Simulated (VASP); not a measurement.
# CaSe (Fm-3m) in VASP: notebook

Runs on CaSe. Level: r2SCAN. Tasks: single point.

Program: VASP 6.6.1. These are calculated values, not measurements. Logs are shortened: lines on timing, memory, paths and dates and some standing lists are left out, and cuts for length are marked.

## (1) The crystal as given

It takes space group Fm-3m (No. 225, cubic). Conventional cell: a = 5.912 Å, b = 5.912 Å, c = 5.912 Å, α = 90.00°, β = 90.00°, γ = 90.00°. Se (site symmetry m-3m) is surrounded by 6 Ca at 2.96 Å. Ca (site symmetry m-3m) is surrounded by 6 Se at 2.96 Å.

## (2) Single point, r2SCAN

File INCAR:

```
ADDGRID = F ; ALGO = Normal
EDIFF = 1E-6 ; ENCUT = 450
ISIF = 2 ; ISMEAR = 0
LASPH = T ; LCHARG = F
LMIXTAU = T ; LREAL = F
LWAVE = F ; METAGGA = R2SCAN
NBANDS = 15 ; NELM = 100
PREC = Accurate ; SIGMA = 0.2
```

File KPOINTS:

```
k-points
0
Gamma
  5 5 5
```

File POSCAR:

```
CaSe
1.0
    0.0000000000      2.9560000000      2.9560000000
    2.9560000000      0.0000000000      2.9560000000
    2.9560000000      2.9560000000      0.0000000000
Se Ca
1 1
Direct
    0.5000000000      0.5000000000      0.5000000000
    0.0000000000      0.0000000000      0.0000000000
```

Potentials or basis: VASP PAW PBE potentials, release 64 (Se, Ca_sv).

Started as:

```console
$ cat potpaw_PBE.64/Se/POTCAR potpaw_PBE.64/Ca_sv/POTCAR > POTCAR
$ mpirun -np 1 vasp_std > vasp.out
```

OUTCAR:

```text
EDIFF = 1E-6
   ENCUT = 450
   ISIF = 2
   ISMEAR = 0
   LASPH = T
   LREAL = F
   METAGGA = R2SCAN
   NELM = 100
   PREC = Accurate

 Found     10 irreducible k-points:

 Following reciprocal coordinates:
            Coordinates               Weight
  0.000000  0.000000  0.000000      1.000000
  0.200000  0.000000  0.000000      8.000000
  0.400000  0.000000  0.000000      8.000000
  0.200000  0.200000  0.000000      6.000000
  0.400000  0.200000  0.000000     24.000000
 -0.400000  0.200000  0.000000     24.000000
   k-points           NKPTS =     10   k-points in BZ     NKDIM =     10   number of bands    NBANDS=     15
   number of dos      NEDOS =    301   number of ions     NIONS =      2
   total plane-waves  NPLWV =  27000
   dimension x,y,z NGX =    30 NGY =   30 NGZ =   30
   dimension x,y,z NGXF=    60 NGYF=   60 NGZF=   60
   ions per type =               1   1
   NGX,Y,Z   is equivalent  to a cutoff of  11.93, 11.93, 11.93 a.u.
   NGXF,Y,Z  is equivalent  to a cutoff of  23.86, 23.86, 23.86 a.u.
 SYSTEM =  unknown system
   PREC   = accura    normal or accurate (medium, high low for compatibility)
   ISTART =      0    job   : 0-new  1-cont  2-samecut
   ICHARG =      2    charge: 1-file 2-atom 10-const
   ISPIN  =      1    spin polarized calculation?
   LNONCOLLINEAR =      F non collinear calculations
   LSORBIT =      F    spin-orbit coupling
   LASPH  =      T    aspherical Exc in radial PAW
   ENCUT  =  450.0 eV  33.07 Ry    5.75 a.u.   7.23  7.23  7.23*2*pi/ulx,y,z
   NELM   =    100;   NELMIN=  2; NELMDL= -5     # of ELM steps
   EDIFF  = 0.1E-05   stopping-criterion for ELM
   LREAL  =      F    real-space projection
   EDIFFG = 0.1E-04   stopping-criterion for IOM
   NSW    =      0    number of steps for IOM
   IBRION =     -1    ionic relax: 0-MD 1-quasi-New 2-CG
   NFREE  =      0    steps in history (QN), initial steepest desc. (CG)
   ISIF   =      2    stress and relaxation
   ISYM   =      2    0-nonsym 1-usesym 2-fastsym
   POTIM  = 0.5000    time-step for ionic-motion
   TEBEG  =    0.0;   TEEND  =   0.0 temperature during run
   PSTRESS=    0.0 pullay stress
   NELECT =      16.0000    total number of electrons
   NUPDOWN=      -1.0000    fix difference up-down
   EMIN   =  10.00;   EMAX   =-10.00  energy-range for DOS
   EFERMI =   0.00;   METHOD = LEGACY
   ISMEAR =     0;   SIGMA  =   0.20  broadening in eV -4-tet -1-fermi 0-gaus
   EFERMI_NEDOS =   21; number of points for ismear=-14 and -15
   IALGO  =     38    algorithm
   IMIX   =      4    mixing-type and parameters
     AMIX     =   0.40;   BMIX     =  1.00
     AMIX_MAG =   1.60;   BMIX_MAG =  1.00
  volume/ion in A,a.u.               =      25.83       174.30
  Fermi-wavevector in a.u.,A,eV,Ry     =   1.107645  2.093145 16.692666  1.226876
  Thomas-Fermi vector in A             =   2.244161
   LORBIT       =      0    0 simple, 1 ext, 2 COOP (PROOUT), +10 PAW based schemes
   METAGGA = R2SCAN    functional components
   LHFCALC =     F    Hartree Fock is set to
   AEXX    =    0.0000 exact exchange contribution
   IVDW    =     0    specifies the selected vdW correction
   LEPSILON=     F    determine dielectric tensor
   LRPA    =     F    only Hartree local field effects (RPA)
 non-spin polarized calculation
 Gauss-broadening in eV      SIGMA  =   0.20
  energy-cutoff  :      450.00
  volume of cell :       51.66
 maximum number of plane-waves:      1139
 NGX is ok and might be reduce to    30
   NGX = 15   NGY = 15   NGZ = 15

 number of electron      15.9999998 magnetization

 Free energy of the ion-electron system (eV)
  ---------------------------------------------------
  ext. energy  EPLUGINS =         0.00000000
  ---------------------------------------------------
  free energy    TOTEN  =       -25.97304115 eV

  energy without entropy =      -25.97304115  energy(sigma->0) =      -25.97304115

 E-fermi :   3.2053     XC(G=0):  -9.5877

 val. band max:        2.1964712666   @ k =   0.0000   0.0000   0.0000
 cond. band min:       4.8076018914   @ k =   0.4000   0.4000   0.0000
 fundamental gap:      2.6111306248
 Fermi energy:         3.2053283004

 k-point     1 :       0.0000    0.0000    0.0000
  band No.  band energies     occupation
      1     -39.0973      2.00000
      2     -19.2086      2.00000
      3     -19.2086      2.00000
      4     -19.2086      2.00000
      5     -10.0034      2.00000
      6       2.1965      2.00000
      7       2.1965      2.00000
      8       2.1965      2.00000
      9       6.3431      0.00000
     10       6.4208      0.00000
     11       6.4208      0.00000
     12       6.4208      0.00000
     13       7.0211      0.00000
     14       7.0211      0.00000
     15      12.6784      0.00000

 k-point     2 :       0.2000    0.0000    0.0000
  band No.  band energies     occupation
      1     -39.0949      2.00000
      2     -19.2499      2.00000
      3     -19.2111      2.00000
      4     -19.2111      2.00000
      5      -9.7706      2.00000
      6       0.7173      2.00000
      7       1.6913      2.00000
      8       1.6913      2.00000
      9       6.4311      0.00000
     10       6.9360      0.00000
     11       6.9360      0.00000
     12       8.0011      0.00000
     13       8.0011      0.00000
     14       8.1282      0.00000
     15      12.5695      0.00000

 k-point     3 :       0.4000    0.0000    0.0000
  band No.  band energies     occupation
      1     -39.0912      2.00000
      2     -19.3151      2.00000
      3     -19.2151      2.00000
      4     -19.2151      2.00000
      5      -9.3541      2.00000
      6      -0.8574      2.00000
      7       1.0898      2.00000
      8       1.0899      2.00000
      9       6.9943      0.00000
     10       8.0287      0.00000
     11       8.0288      0.00000
     12       8.7112      0.00000
     13       9.7991      0.00000
     14       9.7991      0.00000
     15      11.6387      0.00000

 k-point     4 :       0.2000    0.2000    0.0000
  band No.  band energies     occupation
      1     -39.0941      2.00000
      2     -19.2442      2.00000
      3     -19.2200      2.00000
      4     -19.2200      2.00000
      5      -9.7288      2.00000
      6       0.4837      2.00000
      7       1.7308      2.00000
      8       1.7308      2.00000
      9       5.6745      0.00000
     10       7.1383      0.00000
     11       7.2732      0.00000
     12       7.6607      0.00000
     13       7.6607      0.00000
     14       9.8829      0.00000
     15      12.9077      0.00000

 k-point     5 :       0.4000    0.2000    0.0000
  band No.  band energies     occupation
      1     -39.0909      2.00000
      2     -19.2886      2.00000
      3     -19.2284      2.00000
      4     -19.2260      2.00000
      5      -9.4378      2.00000
      6      -0.3711      2.00000
      7       0.9682      2.00000
      8       1.2718      2.00000
      9       5.9600      0.00000
     10       8.0704      0.00000
     11       8.1811      0.00000
     12       8.5908      0.00000
     13       8.6121      0.00000
     14      10.5653      0.00000
     15      10.9501      0.00000

 k-point     6 :      -0.4000    0.2000    0.0000
  band No.  band energies     occupation
      1     -39.0896      2.00000
      2     -19.3056      2.00000
      3     -19.2407      2.00000
      4     -19.2209      2.00000
      5      -9.2915      2.00000
      6      -0.6887      2.00000
      7       0.5828      2.00000
      8       1.0029      2.00000
      9       7.2678      0.00000
     10       7.8468      0.00000
     11       8.1785      0.00000
     12       8.8187      0.00000
     13       9.5557      0.00000
     14       9.8120      0.00000
     15      11.6198      0.00000

 [... further k-points ...]
[... 5 lines left out ...]
  --------------------------------------------------------------------------------------
  -------------------------------------------------------------------------------------
  Total        0.2887466      0.2887466      0.2887466      0.0000000      0.0000000      0.0000000
  in kB        8.9553845      8.9553845      8.9553845      0.0000000      0.0000000      0.0000000
  external PRESSURE =       8.9553845 kB  Pullay stress =       0.0000000 kB

 VOLUME and BASIS-vectors are now :
 -----------------------------------------------------------------------------
  energy-cutoff  :      450.00
  volume of cell :       51.66
      direct lattice vectors                 reciprocal lattice vectors
     0.000000000  2.956000000  2.956000000    -0.169147497  0.169147497  0.169147497
     2.956000000  0.000000000  2.956000000     0.169147497 -0.169147497  0.169147497
     2.956000000  2.956000000  0.000000000     0.169147497  0.169147497 -0.169147497

 POSITION                                       TOTAL-FORCE (eV/Angst)
 -----------------------------------------------------------------------------------
      2.95600      2.95600      2.95600         0.000000      0.000000      0.000000
      0.00000      0.00000      0.00000         0.000000      0.000000     -0.000000
 -----------------------------------------------------------------------------------
    total drift:                               -0.000000      0.000000      0.000000

  FREE ENERGIE OF THE ION-ELECTRON SYSTEM (eV)
  ---------------------------------------------------
  free  energy   TOTEN  =       -25.9730411478 eV

  energy  without entropy=      -25.9730411478  energy(sigma->0) =      -25.97304115
```

Wall time 38 s (1 thread of Intel Xeon Platinum 8488C (Sapphire Rapids), shared host); peak memory 0.17 GiB.

These settings aren't checked as converged: the numbers below hold their error.

Results:

```
Free energy            : -25.9730 eV
Pressure               : 0.9 GPa
Band gap on the k mesh : 2.61 eV, indirect (least direct gap 3.51 eV)
```

Caveat: the PAW data sets were made with another functional, which shifts forces and pressure a little; an odd mesh through Γ misses points on the zone boundary, where band edges often lie.

## (3) Single point, r2SCAN

INCAR is that of step 2.

KPOINTS is that of step 2.

File POSCAR:

```
CaSe
1.0
    0.0000000000      2.9560000000      2.9560000000
    2.9560000000      0.0000000000      2.9560000000
    2.9560000000      2.9560000000      0.0000000000
Se Ca
1 1
Direct
    0.5137070000      0.4880300000      0.5023060000
    0.0084580000     -0.0027510000     -0.0091450000
```

Potentials or basis: VASP PAW PBE potentials, release 64 (Se, Ca_sv).

Started as:

```console
$ cat potpaw_PBE.64/Se/POTCAR potpaw_PBE.64/Ca_sv/POTCAR > POTCAR
$ mpirun -np 1 vasp_std > vasp.out
```

OUTCAR:

```text
EDIFF = 1E-6
   ENCUT = 450
   ISIF = 2
   ISMEAR = 0
   LASPH = T
   LREAL = F
   METAGGA = R2SCAN
   NELM = 100
   PREC = Accurate

 Found     63 irreducible k-points:

 Following reciprocal coordinates:
            Coordinates               Weight
  0.000000  0.000000  0.000000      1.000000
  0.200000  0.000000  0.000000      2.000000
  0.000000  0.200000  0.000000      2.000000
  0.000000  0.000000  0.200000      2.000000
  0.200000  0.200000  0.200000      2.000000
  0.400000  0.000000  0.000000      2.000000
   k-points           NKPTS =     63   k-points in BZ     NKDIM =     63   number of bands    NBANDS=     15
   number of dos      NEDOS =    301   number of ions     NIONS =      2
   total plane-waves  NPLWV =  27000
   dimension x,y,z NGX =    30 NGY =   30 NGZ =   30
   dimension x,y,z NGXF=    60 NGYF=   60 NGZF=   60
   ions per type =               1   1
   NGX,Y,Z   is equivalent  to a cutoff of  11.93, 11.93, 11.93 a.u.
   NGXF,Y,Z  is equivalent  to a cutoff of  23.86, 23.86, 23.86 a.u.
 SYSTEM =  unknown system
   PREC   = accura    normal or accurate (medium, high low for compatibility)
   ISTART =      0    job   : 0-new  1-cont  2-samecut
   ICHARG =      2    charge: 1-file 2-atom 10-const
   ISPIN  =      1    spin polarized calculation?
   LNONCOLLINEAR =      F non collinear calculations
   LSORBIT =      F    spin-orbit coupling
   LASPH  =      T    aspherical Exc in radial PAW
   ENCUT  =  450.0 eV  33.07 Ry    5.75 a.u.   7.23  7.23  7.23*2*pi/ulx,y,z
   NELM   =    100;   NELMIN=  2; NELMDL= -5     # of ELM steps
   EDIFF  = 0.1E-05   stopping-criterion for ELM
   LREAL  =      F    real-space projection
   EDIFFG = 0.1E-04   stopping-criterion for IOM
   NSW    =      0    number of steps for IOM
   IBRION =     -1    ionic relax: 0-MD 1-quasi-New 2-CG
   NFREE  =      0    steps in history (QN), initial steepest desc. (CG)
   ISIF   =      2    stress and relaxation
   ISYM   =      2    0-nonsym 1-usesym 2-fastsym
   POTIM  = 0.5000    time-step for ionic-motion
   TEBEG  =    0.0;   TEEND  =   0.0 temperature during run
   PSTRESS=    0.0 pullay stress
   NELECT =      16.0000    total number of electrons
   NUPDOWN=      -1.0000    fix difference up-down
   EMIN   =  10.00;   EMAX   =-10.00  energy-range for DOS
   EFERMI =   0.00;   METHOD = LEGACY
   ISMEAR =     0;   SIGMA  =   0.20  broadening in eV -4-tet -1-fermi 0-gaus
   EFERMI_NEDOS =   21; number of points for ismear=-14 and -15
   IALGO  =     38    algorithm
   IMIX   =      4    mixing-type and parameters
     AMIX     =   0.40;   BMIX     =  1.00
     AMIX_MAG =   1.60;   BMIX_MAG =  1.00
  volume/ion in A,a.u.               =      25.83       174.30
  Fermi-wavevector in a.u.,A,eV,Ry     =   1.107645  2.093145 16.692666  1.226876
  Thomas-Fermi vector in A             =   2.244161
   LORBIT       =      0    0 simple, 1 ext, 2 COOP (PROOUT), +10 PAW based schemes
   METAGGA = R2SCAN    functional components
   LHFCALC =     F    Hartree Fock is set to
   AEXX    =    0.0000 exact exchange contribution
   IVDW    =     0    specifies the selected vdW correction
   LEPSILON=     F    determine dielectric tensor
   LRPA    =     F    only Hartree local field effects (RPA)
 non-spin polarized calculation
 Gauss-broadening in eV      SIGMA  =   0.20
  energy-cutoff  :      450.00
  volume of cell :       51.66
 maximum number of plane-waves:      1139
 NGX is ok and might be reduce to    30
   NGX = 15   NGY = 15   NGZ = 15

 number of electron      16.0000001 magnetization

 Free energy of the ion-electron system (eV)
  ---------------------------------------------------
  ext. energy  EPLUGINS =         0.00000000
  ---------------------------------------------------
  free energy    TOTEN  =       -25.96847463 eV

  energy without entropy =      -25.96847463  energy(sigma->0) =      -25.96847463

 E-fermi :   3.0327     XC(G=0):  -9.5871

 val. band max:        2.1933676975   @ k =   0.0000   0.0000   0.0000
 cond. band min:       4.8099429656   @ k =   0.4000   0.0000   0.4000
 fundamental gap:      2.6165752681
 Fermi energy:         3.0327495878

 k-point     1 :       0.0000    0.0000    0.0000
  band No.  band energies     occupation
      1     -39.0949      2.00000
      2     -19.2070      2.00000
      3     -19.2064      2.00000
      4     -19.2063      2.00000
      5     -10.0019      2.00000
      6       2.1915      2.00000
      7       2.1932      2.00000
      8       2.1934      2.00000
      9       6.3431      0.00000
     10       6.4225      0.00000
     11       6.4277      0.00000
     12       6.4293      0.00000
     13       7.0229      0.00000
     14       7.0329      0.00000
[... 77 lines left out ...]
      2     -19.3133      2.00000
      3     -19.2133      2.00000
      4     -19.2129      2.00000
      5      -9.3526      2.00000
      6      -0.8566      2.00000
      7       1.0912      2.00000
      8       1.0926      2.00000
      9       6.9887      0.00000
     10       8.0261      0.00000
     11       8.0265      0.00000
     12       8.7098      0.00000
     13       9.7971      0.00000
     14       9.8072      0.00000
     15      11.6476      0.00000

 [... further k-points ...]
[... 5 lines left out ...]
  --------------------------------------------------------------------------------------
  -------------------------------------------------------------------------------------
  Total        0.2625603      0.3182354      0.2648264     -0.0018164      0.0029141      0.0001274
  in kB        8.1432230      9.8699698      8.2135045     -0.0563357      0.0903799      0.0039514
  external PRESSURE =       8.7422324 kB  Pullay stress =       0.0000000 kB

 VOLUME and BASIS-vectors are now :
 -----------------------------------------------------------------------------
  energy-cutoff  :      450.00
  volume of cell :       51.66
      direct lattice vectors                 reciprocal lattice vectors
     0.000000000  2.956000000  2.956000000    -0.169147497  0.169147497  0.169147497
     2.956000000  0.000000000  2.956000000     0.169147497 -0.169147497  0.169147497
     2.956000000  2.956000000  0.000000000     0.169147497  0.169147497 -0.169147497

 POSITION                                       TOTAL-FORCE (eV/Angst)
 -----------------------------------------------------------------------------------
      2.92743      3.00333      2.96113        -0.021885     -0.168602      0.040257
      5.87684      2.95397      2.97287         0.021885      0.168602     -0.040257
 -----------------------------------------------------------------------------------
    total drift:                               -0.002522     -0.002563     -0.003005

  FREE ENERGIE OF THE ION-ELECTRON SYSTEM (eV)
  ---------------------------------------------------
  free  energy   TOTEN  =       -25.9684746279 eV

  energy  without entropy=      -25.9684746278  energy(sigma->0) =      -25.96847463
```

OSZICAR:

```text
N       E                     dE             d eps       ncg     rms          rms(c)
DAV:   1     0.842404390087E+02    0.84240E+02   -0.69965E+03  1890   0.905E+02
DAV:   2    -0.243267877367E+02   -0.10857E+03   -0.10344E+03  2387   0.242E+02
DAV:   3    -0.287050518156E+02   -0.43783E+01   -0.43335E+01  2626   0.465E+01
DAV:   4    -0.289304232877E+02   -0.22537E+00   -0.22521E+00  2549   0.881E+00
DAV:   5    -0.289317061893E+02   -0.12829E-02   -0.12829E-02  2541   0.720E-01    0.404E+00
DAV:   6    -0.256761038237E+02    0.32556E+01   -0.22104E+00  2465   0.121E+01    0.309E+00
DAV:   7    -0.263583247728E+02   -0.68222E+00   -0.83576E-01  2478   0.856E+00    0.810E-01
DAV:   8    -0.260196865860E+02    0.33864E+00   -0.42345E-01  2541   0.619E+00    0.462E-01
DAV:   9    -0.258821026547E+02    0.13758E+00   -0.31694E-01  2093   0.503E+00    0.325E-01
DAV:  10    -0.259617711340E+02   -0.79668E-01   -0.64211E-02  1946   0.214E+00    0.107E-01
DAV:  11    -0.259675790816E+02   -0.58079E-02   -0.71491E-03  2289   0.782E-01    0.116E-01
DAV:  12    -0.259625057814E+02    0.50733E-02   -0.38782E-03  1946   0.581E-01    0.640E-02
DAV:  13    -0.259675526905E+02   -0.50469E-02   -0.20183E-03  1890   0.417E-01    0.232E-02
DAV:  14    -0.259684725277E+02   -0.91984E-03   -0.36569E-04  2016   0.192E-01    0.747E-03
DAV:  15    -0.259684747237E+02   -0.21960E-05   -0.11178E-05  3086   0.232E-02    0.935E-03
DAV:  16    -0.259684746279E+02    0.95823E-07   -0.79206E-08  1281   0.260E-03
   1 F= -.25968475E+02 E0= -.25968475E+02  d E =-.590436E-10
```

Wall time 2.4 min (1 thread of Intel Xeon Platinum 8488C (Sapphire Rapids), shared host); peak memory 0.18 GiB.

These settings aren't checked as converged: the numbers below hold their error.

Results:

```
Free energy            : -25.9685 eV
Pressure               : 0.9 GPa
Largest force          : 0.175 eV/Å
Band gap on the k mesh : 2.62 eV, indirect (least direct gap 3.51 eV)
```

Caveat: the PAW data sets were made with another functional, which shifts forces and pressure a little; an odd mesh through Γ misses points on the zone boundary, where band edges often lie.

## (4) Single point, r2SCAN

Changes to INCAR since step 3:

```diff
@@ -7,2 +7,2 @@
 NBANDS = 15 ; NELM = 100
-PREC = Accurate ; SIGMA = 0.2
+PREC = Accurate ; SIGMA = 0.01
```

KPOINTS is that of step 3.

File POSCAR:

```
CaSe
1.0
    0.0000000000      2.9560000000      2.9560000000
    2.9560000000      0.0000000000      2.9560000000
    2.9560000000      2.9560000000      0.0000000000
Se Ca
1 1
Direct
    0.5000000000      0.5000000000      0.5000000000
    0.0000000000      0.0000000000      0.0000000000
```

Started as:

```console
$ cat potpaw_PBE.64/Se/POTCAR potpaw_PBE.64/Ca_sv/POTCAR > POTCAR
$ mpirun -np 1 vasp_std > vasp.out
```

Run time: 42 s. Hardware: 1 thread of Intel Xeon Platinum 8488C (Sapphire Rapids), shared host; peak memory 0.17 GiB.

These settings aren't checked as converged: the numbers below hold their error.

Results:

```
Free energy            : -25.9730 eV
Pressure               : 0.9 GPa
Band gap on the k mesh : 2.61 eV, indirect (least direct gap 3.51 eV)
```

Caveat: the PAW data sets were made with another functional, which shifts forces and pressure a little; an odd mesh through Γ misses points on the zone boundary, where band edges often lie.
